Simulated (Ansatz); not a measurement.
# 2H-WS2 monolayer in a perpendicular field, part 2 of 2

What dipole does a perpendicular field induce in the 2H-WS2 monolayer, and does the gap follow? A positive field points along +c.

Ansatz 0.2.0; plane-wave DFT, LDA, Ansatz PAW (the session's first sound run).

So far, gap on the k-mesh (eV): 1.99 in steps 2, 4, 5, 6 and 7.

## 9. Relaxing in the field, field 0.1 V/Å

This step: plane-wave DFT, LDA, Ansatz PAW (Ansatz 0.2.0).

Now the atoms may follow the field. A weak field makes forces of meV/Å to tens of meV/Å, so the force tolerance is set well below the usual one.

The input, input.yaml:

```yaml
crystal:
  lattice:
    - [3.1253296119, 0.0, 0.0]
    - [-1.5626648059, 2.7066148391, 0.0]
    - [0.0, 0.0, 21.1209360063]
  atoms:
    - { symbol: S, position: [0.3333333333, 0.6666666667, 0.4261174788] }
    - { symbol: W, position: [0.0, 0.0, 0.5] }
    - { symbol: S, position: [0.3333333333, 0.6666666667, 0.5738825212] }
kpoints:
  mp_grid: { grid: [12, 12, 1] }
hamiltonian:
  xc: lda
scf:
  occupations: { method: fermi_dirac, width: 0.02585 }
  convergence: { dr2_threshold: 1.0e-10 }
efield:
  axis: 3
  dipole_correction: true
  ramp_position: 0.97
  ramp_width: 0.06
  amplitude: 0.1
relax:
  f_tol: 0.001
  max_steps: 60
output:
  write_potential: true
  write_density: true
  volumetric_format: npy
```

On the command line:

```console
$ ansatz run input.yaml --threads 2 --pin off --max-ram 3072MiB --backend cpu --events-out ev --progress --plain --runs-dir out
```

The job ended after 11 s (2 threads of Intel Xeon Platinum 8488C (Sapphire Rapids), shared host; peak memory 0.42 GiB).

No atom moved by 0.005 Å in the relaxation.

Numbers from this step:

| Item | Value |
| --- | --- |
| dipole along the normal | 0.02395 e·Å |

The relaxation took 3 steps and lowered the energy by 7.4e-7 eV; the largest force on the free atoms ends at 3.3e-5 eV/Å.

The dipole is 0.0239 e·Å, and the gap on the mesh 1.987 eV.

## 10. Field on, atoms free, field -0.1 V/Å

The opposite sign, again from the field-free geometry; the difference of the two cancels what relaxes without a field.

input.yaml: that of step 9 with these lines changed.

```diff
@@ -21,3 +21,3 @@
   ramp_width: 0.06
-  amplitude: 0.1
+  amplitude: -0.1
 relax:
```

The job ended after 10 s (2 threads; peak memory 0.43 GiB; 19 s of CPU time).

Hardly anything moved in the relaxation; the energy changed by under 0.2 meV an atom.

Numbers from this step:

```yaml
dipole_along_the_normal: -0.02395 e·Å
```

The relaxation took 3 steps and lowered the energy by 7.4e-7 eV; the largest force on the free atoms ends at 3.3e-5 eV/Å.

The dipole is -0.0239 e·Å, and the gap on the mesh 1.987 eV.

## 11. Response, atoms relaxed

This step: plane-wave DFT, LDA, Ansatz PAW; response to a field along the normal, atoms relaxed (Ansatz 0.2.0).

The same analysis on the two relaxed runs holds the ionic part too; their mesh is coarser, so small differences from the held value can come from that.

Numbers from this step:

| Property | Result |
| --- | --- |
| equivalent conductor thickness p/(ε₀AE) | 5.122 Å |

The dipole of the cell by applied field:

```
applied field (V/Å)  dipole of the cell (e·Å)
            -0.1000                   -0.0239
             0.1000                    0.0239
```

Local field over the applied field, running mean. From the potentials at -0.1 and 0.1 V/Å; running mean over 2.5 Å. Local field over applied field against z:

z (Å), local field over applied field and a bar:
```
      4.5      0.999 ##############################
      5.0      0.997 ##############################
      5.5      0.990 ##############################
      6.0      0.971 #############################
      6.5      0.921 ###########################
      7.0      0.820 ########################
      7.5      0.662 ###################
      8.0      0.482 ##############
      8.5      0.297 ########
      9.0      0.162 ###
      9.5      0.092 #
     10.0      0.072 #
     10.5      0.056 
     11.0      0.068 
     11.5      0.084 #
     12.0      0.139 ###
     12.5      0.259 ######
     13.0      0.437 ############
     13.5      0.620 ##################
     14.0      0.786 #######################
     14.5      0.902 ###########################
     15.0      0.962 #############################
     15.5      0.987 ##############################
     16.0      0.996 ##############################
     16.5      0.999 ##############################
     17.0      1.000 ##############################
```

Electrons, planar mean, per unit field. The induced electron density by z:

```
z (Å)  induced electron density (e/Å³ per V/Å)
  4.5                                   4.1e-6
  5.0                                   1.3e-5
  5.5                                   4.3e-5
  6.0                                   1.3e-4
  6.5                                   3.9e-4
  7.0                                  0.00105
  7.5                                  0.00233
  8.0                                  0.00334
  8.5                                  0.00177
  9.0                                  0.00107
  9.5                                  0.00113
 10.0                                  0.00193
 10.5                                   2.2e-4
 11.0                                 -0.00195
 11.5                                 -0.00111
 12.0                                 -0.00122
 12.5                                 -0.00130
 13.0                                 -0.00322
 13.5                                 -0.00269
 14.0                                 -0.00130
 14.5                                  -5.0e-4
 15.0                                  -1.7e-4
 15.5                                  -5.6e-5
 16.0                                  -1.7e-5
 16.5                                  -5.4e-6
 17.0                                  -1.6e-6
```

The induced dipole is that of a conductor 5.12 Å thick.

## 12. With spin-orbit coupling, k-mesh 12×12×1

This step: plane-wave DFT, PBE, fully relativistic PAW with spin-orbit coupling (Ansatz 0.2.0).

Heavy atoms split their bands by spin-orbit coupling, so this run uses fully relativistic files and two-component states.

input.yaml, the sections that differ from step 10:

```yaml
kpoints:
  mp_grid: { grid: [12, 12, 1] }
  band_path:
    path: [[0, 0, 0], [0.5, 0, 0], [0.33333333, 0.33333333, 0], [0, 0, 0]]
    npoints: 16
hamiltonian:
  xc: pbe
  pseudopotentials: { kind: paw_fr }
magnetization:
  noncollinear: true
  spin_orbit: true
scf:
  occupations: { method: fermi_dirac, width: 0.02585 }
  convergence: { dr2_threshold: 1.0e-09 }
efield:
  axis: 3
  dipole_correction: true
  ramp_position: 0.97
  ramp_width: 0.06
  amplitude: 0
# crystal, output: as in step 10
# relax: removed
```

The job ended after 46 s (2 threads; peak memory 0.84 GiB).

Numbers from this step:

```
gap on the k-mesh                  : 1.699 eV
dipole along the normal            : 4.18e-6 e·Å
gap along the path                 : 1.699 eV
smallest direct gap along the path : 1.751 eV
ionisation energy, upper face      : 5.468 eV
electron affinity, upper face      : 3.769 eV
gap, the smaller of path and mesh  : 1.699 eV
```

The electronic bands at the labelled points (eV, zero at the Fermi level of the run, which the smearing sets inside the gap):

```
  point  band 23  band 24  band 25  band 26  band 27  band 28  band 29  band 30
      Γ    -2.52    -2.52    -1.17    -1.17     1.92     1.92     1.98     1.98
halfway    -2.73    -2.73    -1.96    -1.96     1.24     1.24     1.69     1.69
      M    -2.32    -2.32    -1.94    -1.94     1.96     1.96     2.49     2.49
halfway    -3.26    -3.26    -1.66    -1.32     1.58     1.77     2.46     2.79
      K    -3.54    -3.47    -1.25    -0.83     0.92     0.95     2.29     2.33
halfway    -2.45    -2.38    -2.05    -1.83     0.86     1.11     1.85     1.87
      Γ    -2.52    -2.52    -1.17    -1.17     1.92     1.92     1.98     1.98
```

The gap is 1.70 eV, with the valence edge 5.47 eV and the conduction edge 3.77 eV under the upper vacuum level.

## 13. With spin-orbit coupling, k-mesh 12×12×1, field 0.1 V/Å

The same in a field along the normal.

input.yaml: that of step 12 with these lines changed.

```diff
@@ -11,5 +11,3 @@
   mp_grid: { grid: [12, 12, 1] }
-  band_path:
-    path: [[0, 0, 0], [0.5, 0, 0], [0.33333333, 0.33333333, 0], [0, 0, 0]]
-    npoints: 16
+  band_path: { path: [[0, 0, 0], [0.12, 0, 0]], npoints: 24 }
 hamiltonian:
@@ -28,3 +26,3 @@
   ramp_width: 0.06
-  amplitude: 0
+  amplitude: 0.1
 output:
```

It took 38 s on 2 threads; peak memory 0.81 GiB.

This step gave:

```yaml
dipole_along_the_normal: 0.02384 e·Å
gap_along_the_path: 2.724 eV
smallest_direct_gap_along_the_path: 2.846 eV
```

The dipole is 0.0238 e·Å, and the gap 1.699 eV.

## 14. Varying the input

This step: plane-wave DFT, LDA, Ansatz PAW (Ansatz 0.2.0).

A run with a changed input: it repeats the earlier run at 0.1 V/Å with efield.dipole_correction from true to false.

input.yaml, the sections that differ from step 13:

```yaml
kpoints:
  mp_grid: { grid: [18, 18, 1] }
  band_path:
    path: [[0, 0, 0], [0.5, 0, 0], [0.33333333, 0.33333333, 0], [0, 0, 0]]
    npoints: 16
hamiltonian:
  xc: lda
scf:
  occupations: { method: fermi_dirac, width: 0.02585 }
  convergence: { dr2_threshold: 1.0e-10 }
efield:
  axis: 3
  dipole_correction: false
  ramp_position: 0.97
  ramp_width: 0.06
  amplitude: 0.1
# crystal, output: as in step 13
# magnetization: removed
```

The job ended after 12 s (2 threads; peak memory 0.48 GiB; 22 s of CPU time).

```
                               quantity  this run  earlier run  difference
          dipole along the normal (e·Å)   0.03159      0.02393      0.0077
                gap along the path (eV)     1.987        1.987      2.0e-6
smallest direct gap along the path (eV)     1.987        1.987      2.0e-6
                 gap on the k-mesh (eV)     1.987        1.987      2.1e-6
```

With the dipole correction off, the periodic images add a field of their own to the typed one.

What moves beyond 0.01 in its unit (for the dipole 0.5 % and 5e-5 e·Å): dipole along the normal (+0.00766 e·Å).

These numbers are not those of the isolated slab.

## 15. A changed input

An input spoilt on purpose, to show how the run answers: it repeats the earlier run at 0.1 V/Å with kpoints.mp_grid.grid from [18, 18, 1] to [1, 1, 1], and scf.max_iter set to 50.

input.yaml: that of step 14 with these lines changed.

```diff
@@ -10,3 +10,3 @@
 kpoints:
-  mp_grid: { grid: [18, 18, 1] }
+  mp_grid: { grid: [1, 1, 1] }
   band_path:
@@ -19,5 +19,6 @@
   convergence: { dr2_threshold: 1.0e-10 }
+  max_iter: 50
 efield:
   axis: 3
-  dipole_correction: false
+  dipole_correction: true
   ramp_position: 0.97
```

Wall time 3.4 s (2 threads); peak memory 0.39 GiB; 5.3 s of CPU time.

```
                               quantity  this run  earlier run  difference
          dipole along the normal (e·Å)   0.02741      0.02393      0.0035
                gap along the path (eV)     1.760        1.987       -0.23
smallest direct gap along the path (eV)     2.501        1.987        0.51
                 gap on the k-mesh (eV)     2.763        1.987        0.78
```

What moves beyond 0.01 in its unit (for the dipole 0.5 % and 5e-5 e·Å): gap on the k-mesh (+0.776 eV), smallest direct gap along the path (+0.514 eV), dipole along the normal (+0.00348 e·Å) and gap along the path (-0.227 eV).

The fault (one k-point for a small cell) shows in the results, which are not taken further.

## 16. Summary of results

* gap without field: 1.99 eV
* ionisation energy, upper face: 5.95 eV
* electron affinity, upper face: 3.96 eV
* equivalent conductor thickness, atoms held: 5.12 Å
* equivalent conductor thickness, atoms relaxed: 5.12 Å

**Reading.** The induced dipole equals that of a perfect conductor 5.12 Å thick, while the outer atoms lie 3.12 Å apart; an out-of-plane ε follows only once a thickness t is chosen, by 1 − 1/ε = 5.12 Å / t. The gap stays within 0.01 eV of 1.99 eV over the fields run, up to 0.5 V/Å in size. The measured quasiparticle gap below is for a layer on a substrate, whose screening lowers it, so a free-standing Kohn-Sham gap can come near it by a cancelling of errors. Semilocal functionals give gaps that are too small, and excitons are not included. The field series itself is without spin-orbit coupling.

Computed beside measured:

```
                                                        quantity  measured              LDA
band gap (quasiparticle band gap, monolayer on a substrate) (eV)       2.4  1.99 (-0.41 eV)
```

Measured values from arxiv:1903.10400 (2019).

How well it matches: The band gap is off by -0.41 eV. Local and semilocal functionals usually give gaps below the measured ones. Spin-orbit coupling, left out here, can change the gap with such heavy elements. Zero-point and thermal motion shift the measured gap.

[Logs are printed without paths, hosts, clocks, repeated set-up lines and the standing remarks that a program may print on its own settings, such as how far it seeks lower states.]

[Hosts, paths, dates, database ids (printed as entryN), source tags and the programs' standing remarks are cut or masked in the printed files.]

[Maps of the electrostatic potential energy from Ansatz leave out the sawtooth potential of an applied field or a dipole correction, so their vacuum need not be flat; planar profiles and work functions include it.]
